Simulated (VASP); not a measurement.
Runs of VASP 6.6.1 on Ir. It takes space group P6_3/mmc (No. 194, hexagonal). The conventional cell has a = 2.721 Å, b = 2.721 Å, c = 4.412 Å, α = 90.00°, β = 90.00°, γ = 120.00°. Ir (site symmetry -6m2) has 12 Ir at 2.71 to 2.72 Å as nearest neighbours. This isn't the form of Ir at room conditions, which is fcc.

| level | k mesh | cutoff (eV) | smearing | gap on the mesh (eV) | pressure (GPa) |
| --- | --- | --- | --- | --- | --- |
| PBEsol | 18 × 18 × 10 | 520 | gaussian 0.5 eV | none | 1.4 |
| r2SCAN | 18 × 18 × 10 | 520 | gaussian 0.1 eV | none | (a) |
| PBEsol | 18 × 18 × 10 | 700 | gaussian 0.1 eV | none | 0.0 |
| PBEsol | 27 × 27 × 14 | 520 | gaussian 0.1 eV | none | 0.0 |
| PBEsol | 18 × 18 × 10 | 900 | gaussian 0.1 eV | none | 0.0 |

Alike in all rows: task single point; potentials or basis VASP PAW PBE potentials, release 64 (Ir); no spin polarisation; cell as given.

Question: Estimate the missing entries.

Answer: (a) 5.6.

Caveats: the PAW data sets were made with another functional, which shifts forces and pressure a little.

A k mesh can miss the band edges, and the runs leave out spin-orbit coupling on Ir.

A gap of «none» marks a metal or a gap under the smearing width.

Not every run made on this cell is shown here.
